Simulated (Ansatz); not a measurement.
Rh:

```
CELL_PARAMETERS angstrom
0.00000 1.89785 1.89785
1.89785 0.00000 1.89785
1.89785 1.89785 0.00000
ATOMIC_POSITIONS crystal
Rh 0.00000 0.00000 0.00000
```

```yaml
Program: Ansatz 0.2.0
Task: relaxation of cell and atoms
Functional: PBEsol
Dispersion: D3(BJ)
Potentials_or_basis: all-electron LAPW, scalar-relativistic
Basis_error_allowed: 0.001 eV/atom
k_mesh: 12 × 12 × 12
Occupations: fermi-dirac, width 0.05 eV
Spin: no spin polarisation
```

At the start: volume 13.67 Å³/atom.

Task: Where does the relaxation end?

Result: Over 6 steps the energy falls by 18.0 meV/atom and the volume is 13.17 Å³/atom (-3.7 %); space group Fm-3m (No. 225, to 0.05 Å).

Step by step:
```csv
step,energy change (eV),largest force (eV/Å),volume (Å³)
1,0.0000,0.0000,13.67
2,-0.0029,0.0000,12.73
3,-0.0180,0.0000,13.20
4,-0.0180,0.0000,13.17
5,-0.0180,0.0000,13.17
6,-0.0180,0.0000,13.17
```

Final structure:
```
Rh
1.0
     0.00000    1.87412    1.87412
     1.87412    0.00000    1.87412
     1.87412    1.87412    0.00000
Rh
1
Direct
  0.00000 0.00000 0.00000
```
